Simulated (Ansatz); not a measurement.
# S (fcc type): the cost of one run

Program: Ansatz 0.2.0. Level of theory: DFT, PBE, PAW with Ansatz's default frozen-core files, scalar-relativistic. These are calculated values, not measurements.

## Step 1: The system as given

It takes space group Fm-3m (No. 225, cubic). The conventional cell has a = 4.082 Å, b = 4.082 Å, c = 4.082 Å, α = 90.00°, β = 90.00°, γ = 90.00°. S (site symmetry m-3m) is surrounded by 12 S at 2.89 Å.

As a file:

```xyz
1
Lattice="0.0000 2.0408 2.0408 2.0408 0.0000 2.0408 2.0408 2.0408 0.0000" Properties=species:S:1:pos:R:3 pbc="T T T"
S     0.0000    0.0000    0.0000
```

## Step 2: Cell relaxed at zero pressure, PAW

File input.yaml:

```yaml
crystal:
  lattice:
    - [0.0, 2.040827551, 2.040827551]
    - [2.040827551, 0.0, 2.040827551]
    - [2.040827551, 2.040827551, 0.0]
  atoms:
    - { symbol: S, position: [0.0, 0.0, 0.0] }
kpoints:
  mp_grid: { grid: [17, 17, 17] }
scf:
  occupations: { method: fermi_dirac, width: 0.08 }
hamiltonian:
  xc: pbe
  pseudopotentials: { kind: paw }
output:
  forces: true
  stress: true
relax:
  f_tol: 0.005
  max_steps: 40
  cell: {}
```

Started as:

```
ansatz run input.yaml --threads 1 --pin off --max-ram 3584MiB --backend cpu --events-out ev --progress --plain --runs-dir out
```

Q: Estimate wall time and peak memory on 1 thread of Arm Neoverse V1, shared host.

About 5.6 s, with a peak of 0.28 GiB.
